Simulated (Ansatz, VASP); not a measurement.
InAs: VASP beside Ansatz

```
In As
1.0
     0.00000    3.09378    3.09378
     3.09378    0.00000    3.09378
     3.09378    3.09378    0.00000
In As
1 1
Cartesian
  0.0000 0.0000 0.0000
  4.6407 4.6407 4.6407
```

Alike in both runs: functional PBE; k mesh 12 × 12 × 12; occupations fermi-dirac, width 0.15 eV; no spin polarisation.

Ansatz relaxed the structure, and its values are those at the end. VASP's run is a single point on that final structure, the one shown.

|  | VASP | Ansatz |
| --- | --- | --- |
| version | VASP 6.6.1 | Ansatz 0.2.0 |
| potentials or method | VASP PAW PBE potentials, release 64 (In_d, As) | scalar-relativistic, plane waves, PAW |
| plane-wave cutoff (eV) | 520 | 420 |
| valence electrons in the cell | 18 | 28 |

|  | VASP | Ansatz | Ansatz less VASP |
| --- | --- | --- | --- |
| gap on the k mesh at the Fermi level (eV) | none | none | - |
| pressure (GPa) | 0.0 | 0.0 | -0.04 |

A gap of «none» marks a metal or a gap that the smearing closes. With one functional, cell and mesh, what is left measures potentials, basis and numerics. The two sets of potentials don't hold the same shells in valence.
